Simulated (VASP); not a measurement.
# Ni in VASP: work function with PBEsol

Aim: the work function of Ni with PBEsol.

Program: VASP 6.6.1. These are calculated values, not measurements. Logs are shortened: lines on timing, memory, paths and dates and some standing lists are left out, and cuts for length are marked.

## (1) Starting point

The cell holds a slab with vacuum, 12 atoms: a = 2.489 Å, b = 2.489 Å, c = 38.355 Å, α = 90.00°, β = 90.00°, γ = 60.00°.

The cell was built by a generator and needn't be a form met in nature.

## (2) Work function, PBEsol, collinear spin, ferromagnetic start

The input, INCAR:

```
  PREC = Accurate
  ENCUT = 520
  EDIFF = 1E-6
  ISMEAR = 1
  SIGMA = 0.1
  LREAL = False
  LASPH = True
  NELM = 120
  ALGO = Normal
  ISIF = 2
  LWAVE = False
  LCHARG = False
  ISPIN = 2
  MAGMOM = 0.8 0.8 0.8 0.8 0.8 0.8 0.8 0.8 0.8 0.8 0.8 0.8
  LORBIT = 11
  LMAXMIX = 4
  LDIPOL = True
  IDIPOL = 3
  DIPOL = 0.5 0.5 0.500
  GGA = PS
  LVHAR = True
  LVACPOTAV = True
```

The input, KPOINTS:

```
regular mesh
0
Gamma
  16 16 1
```

The input, POSCAR:

```
Ni
1.0
    2.4890158700      0.0000000000      0.0000000000
    1.2445079350      2.1555509740      0.0000000000
    0.0000000000      0.0000000000     38.3550024245
Ni
12
Direct
    0.3333333333      0.3333333333      0.2085777472
   -0.3333333333      0.6666666667      0.2615636114
    0.0000000000      0.0000000000      0.3145494755
    0.3333333333      0.3333333333      0.3675353396
   -0.3333333333      0.6666666667      0.4205212038
    0.0000000000      0.0000000000      0.4735070679
    0.3333333333      0.3333333333      0.5264929321
   -0.3333333333      0.6666666667      0.5794787962
    0.0000000000      0.0000000000      0.6324646604
    0.3333333333      0.3333333333      0.6854505245
   -0.3333333333      0.6666666667      0.7384363886
    0.0000000000      0.0000000000      0.7914222528
```

Potentials or basis: VASP PAW PBE potentials, release 64 (Ni).

Launch:

```bash
$ cat potpaw_PBE.64/Ni/POTCAR > POTCAR
$ mpirun -np 1 vasp_std > vasp.out
```

OUTCAR:

```text
PREC = Accurate
   ENCUT = 520
   EDIFF = 1E-6
   ISMEAR = 1
   LREAL = False
   LASPH = True
   NELM = 120
   ISIF = 2
   ISPIN = 2
   LORBIT = 11
   GGA = PS

 ion  position               nearest neighbor table
   1  0.333  0.333  0.209-   2 2.49   2 2.49   2 2.49
   2  0.667  0.667  0.262-   3 2.49   3 2.49   3 2.49   1 2.49   1 2.49   1 2.49
   3  0.000  0.000  0.315-   2 2.49   4 2.49   2 2.49   4 2.49   4 2.49   2 2.49
   4  0.333  0.333  0.368-   3 2.49   3 2.49   3 2.49   5 2.49   5 2.49   5 2.49
   5  0.667  0.667  0.421-   6 2.49   6 2.49   6 2.49   4 2.49   4 2.49   4 2.49
   6  0.000  0.000  0.474-   5 2.49   5 2.49   5 2.49   7 2.49   7 2.49   7 2.49
   7  0.333  0.333  0.526-   8 2.49   8 2.49   8 2.49   6 2.49   6 2.49   6 2.49
   8  0.667  0.667  0.579-   7 2.49   7 2.49   7 2.49   9 2.49   9 2.49   9 2.49
   9  0.000  0.000  0.632-  10 2.49  10 2.49  10 2.49   8 2.49   8 2.49   8 2.49
  10  0.333  0.333  0.685-   9 2.49  11 2.49  11 2.49   9 2.49   9 2.49  11 2.49
  11  0.667  0.667  0.738-  10 2.49  10 2.49  10 2.49  12 2.49  12 2.49  12 2.49
  12  0.000  0.000  0.791-  11 2.49  11 2.49  11 2.49

  LATTYP: Found a hexagonal cell.
 ALAT       =     2.4890158701
 C/A-ratio  =    15.4097058539

  Lattice vectors:

 A1 = (  -1.2445079350,  -2.1555509740,   0.0000000000)
 A2 = (   2.4890158700,   0.0000000000,   0.0000000000)
 A3 = (   0.0000000000,   0.0000000000,  38.3550024245)

Analysis of symmetry for initial positions (statically):
=====================================================================
 Subroutine PRICEL returns:
 Original cell was already a primitive cell.

 Routine SETGRP: Setting up the symmetry group for a
 hexagonal supercell.

 Subroutine GETGRP returns: Found 12 space group operations
 (whereof  6 operations were pure point group operations)
 out of a pool of 24 trial point group operations.

The static configuration has the point symmetry C_3v.
 The point group associated with its full space group is D_3d.

Analysis of symmetry for dynamics (positions and initial velocities):
=====================================================================
 Subroutine PRICEL returns:
 Original cell was already a primitive cell.

 Routine SETGRP: Setting up the symmetry group for a
 hexagonal supercell.

 Subroutine GETGRP returns: Found 12 space group operations
 (whereof  6 operations were pure point group operations)
 out of a pool of 24 trial point group operations.

The dynamic configuration has the point symmetry C_3v.
 The point group associated with its full space group is D_3d.

Analysis of structural, dynamic, and magnetic symmetry:
=====================================================================
 Subroutine PRICEL returns:
 Original cell was already a primitive cell.

 Routine SETGRP: Setting up the symmetry group for a
 hexagonal supercell.

 Subroutine GETGRP returns: Found 12 space group operations
 (whereof  6 operations were pure point group operations)
 out of a pool of 24 trial point group operations.

The overall configuration has the point symmetry C_3v.
 The point group associated with its full space group is D_3d.

 Subroutine INISYM returns: Found 12 space group operations
 (whereof  6 operations are pure point group operations),
 and found     1 'primitive' translations

----------------------------------------------------------------------------------------

                                     Primitive cell

  volume of cell :     205.7823

  direct lattice vectors                    reciprocal lattice vectors
     2.489015870  0.000000000  0.000000000     0.401765217 -0.231959256  0.000000000
     1.244507935  2.155550974  0.000000000     0.000000000  0.463918512  0.000000000
     0.000000000  0.000000000 38.355002425     0.000000000  0.000000000  0.026072218

  length of vectors
     2.489015870  2.489015870 38.355002425     0.463918512  0.463918512  0.026072218

  position of ions in fractional coordinates (direct lattice)
     0.333333333  0.333333333  0.208577747
     0.666666667  0.666666667  0.261563611
     0.000000000  0.000000000  0.314549476
     0.333333333  0.333333333  0.367535340
     0.666666667  0.666666667  0.420521204
     0.000000000  0.000000000  0.473507068
[... 97 lines left out ...]
   IBRION =     -1    ionic relax: 0-MD 1-quasi-New 2-CG
   NFREE  =      0    steps in history (QN), initial steepest desc. (CG)
   ISIF   =      2    stress and relaxation
   ISYM   =      2    0-nonsym 1-usesym 2-fastsym
   POTIM  = 0.5000    time-step for ionic-motion
   TEBEG  =    0.0;   TEEND  =   0.0 temperature during run
   PSTRESS=    0.0 pullay stress
   NELECT =     120.0000    total number of electrons
   NUPDOWN=      -1.0000    fix difference up-down
   EMIN   =  10.00;   EMAX   =-10.00  energy-range for DOS
   EFERMI =   0.00;   METHOD = LEGACY
   ISMEAR =     1;   SIGMA  =   0.10  broadening in eV -4-tet -1-fermi 0-gaus
   EFERMI_NEDOS =   21; number of points for ismear=-14 and -15
   IALGO  =     38    algorithm
   IMIX   =      4    mixing-type and parameters
     AMIX     =   0.40;   BMIX     =  1.00
     AMIX_MAG =   1.60;   BMIX_MAG =  1.00
  volume/ion in A,a.u.               =      17.15       115.72
  Fermi-wavevector in a.u.,A,eV,Ry     =   1.367726  2.584628 25.452088  1.870676
  Thomas-Fermi vector in A             =   2.493753
   LORBIT       =     11    0 simple, 1 ext, 2 COOP (PROOUT), +10 PAW based schemes
   GGA     = PS    functional components
   LHFCALC =     F    Hartree Fock is set to
   AEXX    =    0.0000 exact exchange contribution
   IVDW    =     0    specifies the selected vdW correction
   LEPSILON=     F    determine dielectric tensor
   LRPA    =     F    only Hartree local field effects (RPA)
 spin polarized calculation
 Methfessel and Paxton  Order N= 1 SIGMA  =   0.10
  energy-cutoff  :      520.00
  volume of cell :      205.78
 maximum number of plane-waves:      5598
   NGX =  9   NGY =  9   NGZ =143

 dipolmoment           0.000000      0.000000     -0.000000 electrons x Angstroem

 number of electron     120.0000001 magnetization       7.6072206

 dipolmoment           0.000000      0.000000      0.000010 electrons x Angstroem

 Free energy of the ion-electron system (eV)
  ---------------------------------------------------
  ext. energy  EPLUGINS =         0.00000000
  ---------------------------------------------------
  free energy    TOTEN  =       -71.85676600 eV

  energy without entropy =      -71.86121328  energy(sigma->0) =      -71.85824843

 E-fermi :   3.9773     XC(G=0):  -9.0046

 val. band max:        3.9762035358   @ k =   0.3125   0.0000   0.0000
 cond. band min:       3.9824071350   @ k =   0.3750  -0.0000   0.0000
 fundamental gap:      0.0062035992
 Fermi energy:         3.9773103574

 spin component 1

 k-point     1 :       0.0000    0.0000    0.0000
  band No.  band energies     occupation
      1      -5.0121      1.00000
      2      -4.8278      1.00000
      3      -4.5187      1.00000
      4      -4.0939      1.00000
      5      -3.5767      1.00000
      6      -2.9904      1.00000
[... 1789 lines left out ...]
     71       8.7676      0.00000
     72       9.8360      0.00000

 [... further k-points ...]

 spin component 2

 k-point     1 :       0.0000    0.0000    0.0000
  band No.  band energies     occupation
      1      -5.0249      1.00000
      2      -4.8405      1.00000
      3      -4.5312      1.00000
      4      -4.1042      1.00000
      5      -3.5821      1.00000
      6      -2.9823      1.00000
[... 1789 lines left out ...]
     71       9.0052      0.00000
     72      10.0390      0.00000

 [... further k-points ...]

 [bands above 72 left out]

------------------------ aborting loop because EDIFF is reached ----------------------------------------

  FORCE on cell =-STRESS in cart. coord.  units (eV):
  Direction    XX          YY          ZZ          XY          YZ          ZX
  --------------------------------------------------------------------------------------
  -------------------------------------------------------------------------------------
  Total       -9.9374121     -9.9374121     -8.1377949      0.0000000     -0.0000000      0.0000000
  in kB      -77.3705894    -77.3705894    -63.3591501      0.0000000     -0.0000000      0.0000000
  external PRESSURE =     -72.7001097 kB  Pullay stress =       0.0000000 kB

 VOLUME and BASIS-vectors are now :
 -----------------------------------------------------------------------------
  energy-cutoff  :      520.00
  volume of cell :      205.78
      direct lattice vectors                 reciprocal lattice vectors
     2.489015870  0.000000000  0.000000000     0.401765217 -0.231959256  0.000000000
     1.244507935  2.155550974  0.000000000     0.000000000  0.463918512  0.000000000
     0.000000000  0.000000000 38.355002425     0.000000000  0.000000000  0.026072218

 POSITION                                       TOTAL-FORCE (eV/Angst)
 -----------------------------------------------------------------------------------
      1.24451      0.71852      8.00000        -0.000000     -0.000000      0.486027
      2.48902      1.43703     10.03227        -0.000000      0.000000     -0.120698
      0.00000      0.00000     12.06455        -0.000000      0.000000     -0.034750
      1.24451      0.71852     14.09682        -0.000000      0.000000     -0.005480
      2.48902      1.43703     16.12909         0.000000     -0.000000      0.005667
      0.00000      0.00000     18.16136        -0.000000      0.000000     -0.006810
      1.24451      0.71852     20.19364         0.000000     -0.000000      0.006810
      2.48902      1.43703     22.22591        -0.000000      0.000000     -0.005667
      0.00000      0.00000     24.25818        -0.000000      0.000000      0.005480
      1.24451      0.71852     26.29046         0.000000      0.000000      0.034750
      2.48902      1.43703     28.32273         0.000000     -0.000000      0.120698
      0.00000      0.00000     30.35500         0.000000      0.000000     -0.486027
 -----------------------------------------------------------------------------------
    total drift:                                0.000000      0.000000      0.001587

  FREE ENERGIE OF THE ION-ELECTRON SYSTEM (eV)
  ---------------------------------------------------
  free  energy   TOTEN  =       -71.8567659992 eV

  energy  without entropy=      -71.8612132772  energy(sigma->0) =      -71.85824843

 vacuum level on the upper side and lower side of the slab         9.157         9.157

 total charge

# of ion       s       p       d       tot
------------------------------------------
    1        0.491   0.383   8.298   9.173
    2        0.494   0.498   8.309   9.300
    3        0.500   0.501   8.308   9.308
    4        0.499   0.501   8.310   9.309
    5        0.499   0.501   8.310   9.309
    6        0.499   0.501   8.309   9.309
    7        0.499   0.501   8.309   9.309
    8        0.499   0.501   8.310   9.309
    9        0.499   0.501   8.310   9.309
   10        0.500   0.501   8.308   9.308
   11        0.494   0.498   8.309   9.300
   12        0.491   0.383   8.298   9.173
--------------------------------------------------
tot          5.961   5.768  99.687 111.416

 magnetization (x)

# of ion       s       p       d       tot
------------------------------------------
    1       -0.004  -0.022   0.707   0.681
    2       -0.008  -0.025   0.706   0.674
    3       -0.006  -0.023   0.663   0.634
    4       -0.007  -0.023   0.654   0.624
    5       -0.006  -0.023   0.653   0.625
    6       -0.007  -0.023   0.659   0.630
    7       -0.007  -0.023   0.659   0.630
    8       -0.006  -0.023   0.653   0.625
    9       -0.007  -0.023   0.654   0.624
   10       -0.006  -0.023   0.663   0.634
   11       -0.008  -0.025   0.706   0.674
   12       -0.004  -0.022   0.707   0.681
--------------------------------------------------
tot         -0.073  -0.276   8.086   7.737
```

Run time: 1.7 h. Hardware: 1 thread of Intel Xeon Platinum 8488C (Sapphire Rapids), shared host; peak memory 0.81 GiB.

Results:

```
Free energy                                           : -71.8568 eV
Largest force                                         : 0.486 eV/Å
Band gap on the k mesh                                : none (metal or under the smearing width)
Net moment                                            : 7.61 μB per cell
Site moments                                          : Ni +0.68, +0.67, +0.63, +0.62 μB
Valence electrons inside the program's atomic spheres : Ni 9.17, 9.30, 9.31
Work function of the upper face                       : 5.18 eV
Work function of the lower face                       : 5.18 eV
```

Forces in eV/Å, atoms in the order of the input:
```
Ni   0.000  0.000  0.486
Ni   0.000  0.000 -0.121
Ni   0.000  0.000 -0.035
Ni   0.000  0.000 -0.005
Ni   0.000  0.000  0.006
Ni   0.000  0.000 -0.007
Ni   0.000  0.000  0.007
Ni   0.000  0.000 -0.006
Ni   0.000  0.000  0.005
Ni   0.000  0.000  0.035
Ni   0.000  0.000  0.121
Ni   0.000  0.000 -0.486
```

Levels at points of the mesh, in eV from the Fermi level:
Spin up:
```tsv
k point	band 64	band 65	band 66	band 67	band 68	band 69
(0.00, 0.00, 0.00)	-0.79	-0.79	-0.70	-0.70	-0.64	-0.64
(0.50, 0.00, 0.00)	1.44	1.82	2.10	2.29	2.39	2.42
```
Spin down:
```tsv
k point	band 53	band 54	band 55	band 56	band 57	band 58	band 59	band 60
(0.00, 0.00, 0.00)	-0.67	-0.66	-0.66	-0.59	-0.59	-0.49	-0.49	-0.37
(0.50, 0.00, 0.00)	0.19	0.21	0.23	0.26	0.30	0.33	0.34	0.42
```

Caveat: the PAW data sets were made with another functional, which shifts forces and pressure a little.
